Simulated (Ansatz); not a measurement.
Here is an Ansatz 0.2.0 calculation.

File input.yaml:

```yaml
crystal:
  lattice:
    - [0.0, 2.96366, 2.96366]
    - [2.96366, 0.0, 2.96366]
    - [2.96366, 2.96366, 0.0]
  atoms:
    - { symbol: Pb, position: [0.0, 0.0, 0.0] }
    - { symbol: F, position: [0.75, 0.75, 0.75] }
    - { symbol: F, position: [0.25, 0.25, 0.25] }
kpoints:
  mp_grid: { grid: [8, 8, 8] }
  band_path:
    path:
      - [0.0, 0.0, 0.0]
      - [0.5, 0.0, 0.5]
      - [0.5, 0.25, 0.75]
      - [0.375, 0.375, 0.75]
      - [0.0, 0.0, 0.0]
      - [0.5, 0.5, 0.5]
      - [0.625, 0.25, 0.625]
      - [0.5, 0.25, 0.75]
    npoints: 8
scf:
  occupations: { method: fermi_dirac, width: 0.05 }
hamiltonian:
  xc: lda
  pseudopotentials: { kind: all_electron, lapw: { basis_error: 0.002 } }
output:
  forces: true
  stress: true
  eigenvalues: true
```

Potentials or basis: all-electron LAPW, scalar-relativistic.

Command:

```console
$ ansatz run input.yaml --threads 2 --pin off --max-ram 8192MiB --backend cpu --events-out ev --progress --plain --runs-dir out
```

Question: Estimate the band gap along the path.

Answer: 4.25 eV, indirect (least direct gap 4.41 eV).

Question: Predict the pressure.

Answer: -4.5 GPa.

Question: What does it give for the band gap on the k mesh?

Answer: 4.25 eV, indirect (least direct gap 4.41 eV).

Levels at the corners of the path, in eV from the valence-band top:
```tsv
point	band 22	band 23	band 24	band 25	band 26	band 27	band 28	band 29
Γ	-2.47	-1.97	-1.97	-1.97	6.60	6.60	6.60	10.28
X	-1.54	-1.53	-1.53	-0.16	4.25	7.76	7.76	8.59
W	-2.70	-1.60	-1.47	0.00	5.91	5.91	7.30	9.85
K	-2.07	-1.69	-1.54	-0.03	5.17	6.51	7.75	9.50
Γ	-2.47	-1.97	-1.97	-1.97	6.60	6.60	6.60	10.28
L	-2.69	-2.14	-2.14	-0.02	4.85	7.52	7.52	12.86
U	-2.07	-1.69	-1.54	-0.03	5.17	6.51	7.75	9.50
W	-2.70	-1.60	-1.47	0.00	5.91	5.91	7.30	9.85
```

Caveat: spin-orbit coupling is left out, which as a rule narrows the gap of such compounds by several tenths of an eV. As with any semilocal functional, this LDA gap is likely too small.
